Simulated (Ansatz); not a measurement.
# SnO2 (rutile): a single-point run

Wanted: a converged single-point run for SnO2 (rutile), and a check of what comes out. The structure is shown as the input types it.

Program: Ansatz 0.2.0. Level of theory: DFT PBE, spin-orbit coupling, plane waves, PAW. These are calculated values, not measurements.

1 further run of the same task is left out (it didn't finish). Runs told in other sessions of the task aren't counted.

### 1 The structure to begin with

Symmetry: P4_2/mnm, No. 136, tetragonal system. The conventional cell has a = 4.827 Å, b = 4.827 Å, c = 3.239 Å, α = 90.00°, β = 90.00°, γ = 90.00°. Sn (site symmetry mmm) has 6 O at 2.09 Å in its first shell of neighbours. Around O (site symmetry m2m) lie 3 Sn at 2.09 Å.

As a file:

```
CELL_PARAMETERS angstrom
4.82651 0.00000 0.00000
0.00000 4.82651 0.00000
0.00000 0.00000 3.23915
ATOMIC_POSITIONS crystal
Sn 0.00000 0.00000 0.00000
Sn 0.50000 0.50000 0.50000
O 0.30652 0.30652 0.00000
O 0.80652 0.19348 0.50000
O 0.19348 0.80652 0.50000
O 0.69348 0.69348 0.00000
```

### 2 Input and run

Input file input.yaml:

```yaml
crystal:
  lattice:
    - [4.8265116508, 0.0, 0.0]
    - [0.0, 4.8265116508, 0.0]
    - [0.0, 0.0, 3.2391527716]
  atoms:
    - { symbol: Sn, position: [0.0, 0.0, 0.0] }
    - { symbol: Sn, position: [0.5, 0.5, 0.5] }
    - { symbol: O, position: [0.3065245299, 0.3065245299, 0.0] }
    - { symbol: O, position: [0.8065245299, 0.1934754701, 0.5] }
    - { symbol: O, position: [0.1934754701, 0.8065245299, 0.5] }
    - { symbol: O, position: [0.6934754701, 0.6934754701, 0.0] }
basis:
  ecutwfc: 420
  ecutrho_ratio: 4
kpoints:
  mp_grid: { grid: [6, 6, 10] }
hamiltonian:
  xc: pbe
scf:
  occupations: { method: gaussian, width: 0.05 }
  mixing: { algorithm: broyden, beta: 1.0, ndim: 1, preconditioner: none }
  max_iter: 80
output:
  forces: true
  stress: true
magnetization:
  noncollinear: true
  spin_orbit: true
```

Started as:

```
> ansatz run input.yaml --threads 4 --pin off --max-ram 7168MiB --backend cpu --events-out ev --progress --plain --runs-dir out
```

Q: Will this input give a usable result? If not, why, and what should change?

The run converged and reported no error. Convergence says nothing about whether the input makes sense.

Look at the input: scf.mixing.algorithm is broyden; scf.mixing.beta is 1.0; scf.mixing.ndim is 1; scf.mixing.preconditioner is none. What could go wrong: mixing too aggressive. Here it converged all the same; such a setting changes the road, not the converged state. Several mixing settings were changed at once, so this run can't tell how much each is to blame.

Run again and compare: delete scf.mixing.algorithm, scf.mixing.beta, scf.mixing.ndim and scf.mixing.preconditioner (the default then holds).
